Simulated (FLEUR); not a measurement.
GaN under changes of volume

One of the cells (11.444 Å³/atom); the others are scaled copies at fixed shape and fractional positions:

```
Ga N
1.0
     0.00000    2.25350    2.25350
     2.25350    0.00000    2.25350
     2.25350    2.25350    0.00000
Ga N
1 1
Direct
  0.00000 0.00000 0.00000
  0.25000 0.25000 0.25000
```

The cell is a database's computed one.

| Item | Value |
| --- | --- |
| Program | FLEUR MaX-R8.1 (later development tree) |
| Functional | PBEsol |
| Potentials or basis | all-electron |
| Basis | FLAPW |
| Kmax | 5.21 1/bohr |
| k mesh | 10 × 10 × 10 |
| Occupations | fermi-dirac, width 0.05 eV |
| Spin | no spin polarisation |

```csv
volume (Å³/atom),energy over the lowest point (meV/atom),gap on the mesh (eV)
10.757,?,?
10.986,8.02,1.94
11.215,1.10,1.81
11.444,0.00,1.68
11.673,4.18,1.55
11.902,13.05,1.43
12.131,26.15,1.31
```

Task: What does the run at 10.757 Å³/atom give?

Result: Energy over the lowest point 21.43 meV/atom; gap on the mesh 2.07 eV.

Worked out: A Birch-Murnaghan fit of order 3 (a polynomial in V^(-2/3)) to the other rows has its minimum at 11.37 Å³/atom with B0 = V·E''(V) = 188 GPa and B' = 4.4. It gives 21.47 meV/atom at 10.757 Å³/atom, against the run's 21.43. A straight line through the other rows of the gap, of slope -6.37 eV per unit of ln V (its deformation potential), extrapolates to 2.07 eV, against the run's 2.07.

Energies are extrapolated to zero smearing.

Spin-orbit coupling on Ga is left out.
